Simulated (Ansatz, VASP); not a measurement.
# NaCl: VASP beside Ansatz

The input INCAR:

```
SYSTEM = NaCl
ALGO     = Normal         ! electronic algorithm
EDIFF    = 1E-6           ! SCF threshold, eV
EDIFFG   = -0.01          ! ionic threshold
ENCUT    = 600            ! plane-wave cutoff, eV
GGA      = PS             ! functional
IBRION   = 2              ! ionic algorithm
ISIF     = 3              ! what is computed and relaxed
ISMEAR   = -1             ! smearing method
LASPH    = .True.         ! aspherical terms in the spheres
LCHARG   = .False.        ! write CHGCAR
LREAL    = .False.        ! projectors in reciprocal space
LWAVE    = .False.        ! write WAVECAR
NELM     = 100            ! most SCF steps
NSW      = 60             ! ionic steps
PREC     = Accurate       ! precision mode
SIGMA    = 0.05           ! smearing width, eV
```

KPOINTS

```
k-points
0
Gamma
  8 8 8
  0 0 0
```

File POSCAR:

```
NaCl
1.0
    0.0000000000      2.7940632177      2.7940632177
    2.7940632177      0.0000000000      2.7940632177
    2.7940632177      2.7940632177      0.0000000000
Cl Na
1 1
Direct
    0.5000000000      0.5000000000      0.5000000000
    0.0000000000      0.0000000000      0.0000000000
```

input.yaml

```yaml
crystal:
  lattice:
    - [0.0, 2.7940632177, 2.7940632177]
    - [2.7940632177, 0.0, 2.7940632177]
    - [2.7940632177, 2.7940632177, 0.0]
  atoms:
    - { symbol: Cl, position: [0.5, 0.5, 0.5] }
    - { symbol: Na, position: [0.0, 0.0, 0.0] }
hamiltonian:
  xc: pbesol
  pseudopotentials: { kind: paw }
kpoints:
  mp_grid: { grid: [8, 8, 8] }
scf:
  occupations: { method: fermi_dirac, width: 0.05 }
output:
  forces: true
  stress: true
  eigenvalues: true
relax:
  f_tol: 0.01
  max_steps: 40
  cell: { stress_tol: 0.05 }
```

The cell is a database's computed one.

Alike in both runs: task relaxation of cell and atoms; functional PBEsol; k mesh 8 × 8 × 8; occupations fermi-dirac, width 0.05 eV; no spin polarisation.

|  | VASP | Ansatz |
| --- | --- | --- |
| version | VASP 6.6.1 | Ansatz 0.2.0 |
| potentials or method | VASP PAW PBE potentials, release 64 (Cl, Na_pv) | Ansatz PAW |
| plane-wave cutoff (eV) | 600 | 420 |
| valence electrons in the cell | 14 | 16 |

VASP gave:

```
gap on the k mesh at the Fermi level, each at its own relaxed structure (eV) : 5.02
relaxed volume (Å³/atom)                                                     : 21.92
relaxed cell length with the largest relative difference (Å)                 : 3.958
```

Question: Estimate Ansatz's values.

Answer: gap on the k mesh at the Fermi level, each at its own relaxed structure (eV): 5.01; relaxed volume (Å³/atom): 21.98; relaxed cell length with the largest relative difference (Å): 3.961.

The two sets of potentials don't hold the same shells in valence.

Caveats: the PAW data sets were made with another functional, which shifts forces and pressure a little (VASP); the plane-wave basis is chosen anew once the cell has moved, so the energies of steps on either side of that aren't comparable (Ansatz); the PAW data sets come from PBE, with cores solved anew for the run's functional, which leaves a small shift of forces and pressure (Ansatz).
